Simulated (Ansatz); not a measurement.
Runs of Ansatz 0.2.0 on SiGe. Symmetry: P6_3mc, No. 186, hexagonal system. Conventional cell: a = 3.904 Å, b = 3.904 Å, c = 6.451 Å, α = 90.00°, β = 90.00°, γ = 120.00°. Around Ge (site symmetry 3m) lie 4 Si at 2.40 to 2.41 Å. Si (site symmetry 3m) is surrounded by 4 Ge at 2.40 to 2.41 Å. The cell comes from a database or a generator and needn't be the stable form of this composition.

| cell | target pressure (GPa) | gap on the mesh (eV) | pressure (GPa) |
| --- | --- | --- | --- |
| relaxed to 2 GPa | 2 | (a) | 2.0 |
| relaxed to 30 GPa | 30 | none | 30.0 |
| relaxed | 0 | 0.34 | 0.0 |
| relaxed to 5 GPa | 5 | 0.25 | 5.0 |
| relaxed to 10 GPa | 10 | 0.16 | 10.0 |
| relaxed to 20 GPa | 20 | none | 20.0 |

Alike in all rows: task relaxation of cell and atoms; level PBEsol; potentials or basis Ansatz PAW; no spin polarisation; k mesh 8 × 8 × 4; cutoff (eV) 420; smearing fermi-dirac 0.05 eV.

Question: Fill in the values left out.

Answer: (a) 0.31.

Caveats: the plane-wave basis is chosen anew once the cell has moved, so the energies of steps on either side of that aren't comparable; the PAW data sets come from PBE, with cores solved anew for the run's functional, which leaves a small shift of forces and pressure.

A k mesh can miss the band edges, and the runs leave out spin-orbit coupling on Ge.

A gap of «none» marks a metal or a gap under the smearing width.
